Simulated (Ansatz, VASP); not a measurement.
## TePb: VASP beside Ansatz

INCAR

```
SYSTEM = TePb
  PREC = Accurate
  ENCUT = 520
  EDIFF = 1E-6
  ISMEAR = -1
  SIGMA = 0.02
  LREAL = .False.
  LASPH = .True.
  NELM = 100
  ALGO = Fast
  ISIF = 2
  LWAVE = .False.
  LCHARG = .True.
  GGA = PE
  LELF = .True.
  LVHAR = .True.
  NBANDS = 17
```

The input KPOINTS:

```
Automatic mesh
0
Gamma
  3 3 3
  0 0 0
```

POSCAR

```
TePb
1.0
    0.0000000000      3.2310000000      3.2310000000
    3.2310000000      0.0000000000      3.2310000000
    3.2310000000      3.2310000000      0.0000000000
Pb Te
1 1
Direct
    0.0000000000      0.0000000000      0.0000000000
    0.5000000000      0.5000000000      0.5000000000
```

Contents of input.yaml:

```yaml
crystal:
  lattice:
    - [0.0, 3.231, 3.231]
    - [3.231, 0.0, 3.231]
    - [3.231, 3.231, 0.0]
  atoms:
    - { symbol: Pb, position: [0.0, 0.0, 0.0] }
    - { symbol: Te, position: [0.5, 0.5, 0.5] }
kpoints:
  mp_grid: { grid: [3, 3, 3] }
scf:
  occupations: { method: fermi_dirac, width: 0.02 }
hamiltonian:
  xc: pbe
  pseudopotentials: { kind: all_electron, lapw: { basis_error: 0.002 } }
output:
  forces: true
  stress: true
  eigenvalues: true
```

Alike in both runs: task single point; functional PBE; k mesh 3 × 3 × 3; occupations fermi-dirac, width 0.02 eV; no spin polarisation.

|  | VASP | Ansatz |
| --- | --- | --- |
| version | VASP 6.6.1 | Ansatz 0.2.0 |
| potentials or method | VASP PAW PBE potentials, release 64 (Pb_d, Te) | all-electron LAPW, scalar-relativistic |
| plane-wave cutoff (eV) | 520 | see its input |

|  | VASP | Ansatz | Ansatz less VASP |
| --- | --- | --- | --- |
| gap on the k mesh at the Fermi level (eV) | 1.84 | 1.84 | -0.001 |
| least direct gap on the mesh (eV) | 1.84 | 1.84 | -0.001 |
| pressure (GPa) | 2.1 | 2.1 | +0.03 |

Ansatz ran all-electron here, so the differences hold the error of VASP's frozen core and of both bases.

Caveats: the k mesh is coarse (spacing up to 0.56 Å⁻¹), so the values aren't converged. Spin-orbit coupling is left out, which matters for the levels of Pb, Te.
